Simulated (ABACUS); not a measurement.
Ag: single point with PBE

The system is Ag.

```
Ag
1.0
    -1.65565    1.65565    1.65565
     1.65565   -1.65565    1.65565
     1.65565    1.65565   -1.65565
Ag
1
Direct
  0.00000 0.00000 0.00000
```

This isn't the form of Ag at room conditions, which is fcc.

```
Program             : ABACUS 3.10.1
Task                : single point
Functional          : PBE
Potentials or basis : PseudoDojo NC SR 0.4.1 PBE standard
Cutoff              : 1116 eV
Density cutoff      : 4463 eV
Basis               : plane waves
k mesh              : 11 × 11 × 11
Occupations         : fermi-dirac, width 0.05 eV
Spin                : no spin polarisation
```

```json
{
 "Pressure": "-0.9 GPa",
 "Band gap on the k mesh": "none (metal or under the smearing width)"
}
```

Levels at points of the mesh, in eV from the Fermi level:
```tsv
k point	band 8	band 9	band 10	band 11	band 12	band 13
(0.00, 0.00, 0.00)	-4.67	-3.46	-3.46	17.91	17.91	17.91
```

Run time: 3.6 s on 4 MPI ranks on Intel(R) Xeon(R) Platinum 8559C (Emerald Rapids), on a shared host, peak memory 0.24 GiB a rank.
